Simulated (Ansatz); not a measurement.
Crystal: SnO2 (Cassiterite).

```
Sn O
1.0
     4.73800    0.00000    0.00000
     0.00000    4.73800    0.00000
     0.00000    0.00000    3.18650
Sn O
2 4
Direct
  0.50000 0.50000 0.50000
  0.00000 0.00000 0.00000
  0.80710 0.19290 0.50000
  0.69290 0.69290 0.00000
  0.19290 0.80710 0.50000
  0.30710 0.30710 0.00000
```

| Property | Result |
| --- | --- |
| Program | Ansatz 0.2.0 |
| Task | relaxation of cell and atoms |
| Functional | r2SCAN |
| Potentials or basis | Ansatz PAW |
| Cutoff | 500 eV (not typed: the program's choice for these potentials) |
| k mesh | 6 × 6 × 8 |
| Occupations | fermi-dirac, width 0.05 eV |
| Spin | no spin polarisation |

At the start: volume 11.92 Å³/atom.

Q: How do energy, volume and symmetry change on relaxing?

A: It ends after 6 steps and the volume is 12.09 Å³/atom (+1.4 %); space group P4_2/mnm (No. 136, to 0.05 Å).

The path:
| step | energy change (eV) | largest force (eV/Å) | volume (Å³) |
| --- | --- | --- | --- |
| 1 | 0.0000 | 0.2423 | 71.53 |
| 2 | -0.0121 | 0.0190 | 72.59 |
| 3 | -0.0132 | 0.0335 | 72.59 |
| 4 | -0.0134 | 0.0160 | 72.54 |
| 5 | -0.0134 | 0.0000 | 72.52 |
| 6 | -0.0139 | 0.0000 | 72.52 |

Final structure:
```
CELL_PARAMETERS angstrom
4.75995 0.00000 0.00000
0.00000 4.75995 0.00000
0.00000 0.00000 3.20081
ATOMIC_POSITIONS crystal
Sn 0.50000 0.50000 0.50000
Sn 0.00000 0.00000 0.00000
O 0.80591 0.19409 0.50000
O 0.69409 0.69409 0.00000
O 0.19409 0.80591 0.50000
O 0.30591 0.30591 0.00000
```

Caveat: the plane-wave basis is chosen anew once the cell has moved, so the energies of steps on either side of that aren't comparable; the PAW data sets come from PBE, with cores solved anew for the run's functional, which leaves a small shift of forces and pressure.
